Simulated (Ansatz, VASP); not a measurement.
**One calculation of MoS, two programs**

```
CELL_PARAMETERS angstrom
2.96925 0.00000 0.00000
0.00000 2.96925 0.00000
0.00000 0.00000 2.96925
ATOMIC_POSITIONS crystal
Mo 0.00000 0.00000 0.00000
S 0.50000 0.51684 0.50000
```

Alike in both runs: task single point; functional PBEsol; k mesh 10 × 10 × 10; occupations gaussian, width 0.05 eV; collinear spin.

|  | VASP | Ansatz |
| --- | --- | --- |
| version | VASP 6.6.1 | Ansatz 0.2.0 |
| potentials or method | VASP PAW PBE potentials, release 64 (Mo_sv, S) | scalar-relativistic, plane waves, PAW |
| plane-wave cutoff (eV) | 520 | 420 |
| valence electrons in the cell | 20 | 20 |

|  | VASP | Ansatz | Ansatz less VASP |
| --- | --- | --- | --- |
| gap on the k mesh at the Fermi level (eV) | none | none | - |
| pressure (GPa) | 0.7 | 0.2 | -0.48 |
| largest component of the traceless stress (GPa) | 0.11 | 0.07 | -0.036 |
| rms of the force components (eV/Å) | 0.104 | 0.103 | -0.0004 |
| net moment per atom (μB) | 0.00 | 0.00 | 0.000 |

Atom by atom the forces differ by 0.000 eV/Å (rms over components). A gap of «none» marks a metal or a gap that the smearing closes. Ansatz warned: «seeded_moment_not_kept».

Caveats: the PAW data sets were made with another functional, which shifts forces and pressure a little (VASP).
